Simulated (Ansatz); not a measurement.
Input of an Ansatz 0.2.0 run:

Contents of input.yaml:

```yaml
crystal:
  lattice:
    - [0.0, 2.2535006075, 2.2535006075]
    - [2.2535006075, 0.0, 2.2535006075]
    - [2.2535006075, 2.2535006075, 0.0]
  atoms:
    - { symbol: Ga, position: [0.0, 0.0, 0.0] }
    - { symbol: "N", position: [0.25, 0.25, 0.25] }
hamiltonian:
  xc: lda
  pseudopotentials: { kind: paw }
kpoints:
  mp_grid: { grid: [10, 10, 10] }
scf:
  occupations: { method: fermi_dirac, width: 0.05 }
output:
  forces: true
  stress: true
relax:
  f_tol: 0.01
  max_steps: 40
  cell: { stress_tol: 0.05 }
```

Potentials or basis: Ansatz PAW.

Run with:

```console
$ ansatz run input.yaml --threads 2 --pin off --max-ram 5632MiB --backend cpu --events-out ev --progress --plain --runs-dir out
```

Problem. Estimate the space group after relaxing (to 0.05 Å).

Solution. F-43m (No. 216).

Problem. What does it give for the band gap on the k mesh?

Solution. 1.96 eV.

Final structure:
```yaml
crystal:
  lattice:
    - [0.00000, 2.22770, 2.22770]
    - [2.22770, 0.00000, 2.22770]
    - [2.22770, 2.22770, 0.00000]
  atoms:
    - { symbol: Ga, position: [0.00000, 0.00000, 0.00000] }
    - { symbol: N, position: [0.25000, 0.25000, 0.25000] }
```

Caveat: the plane-wave basis is chosen anew once the cell has moved, so the energies of steps on either side of that aren't comparable. A k mesh can miss the band edges.
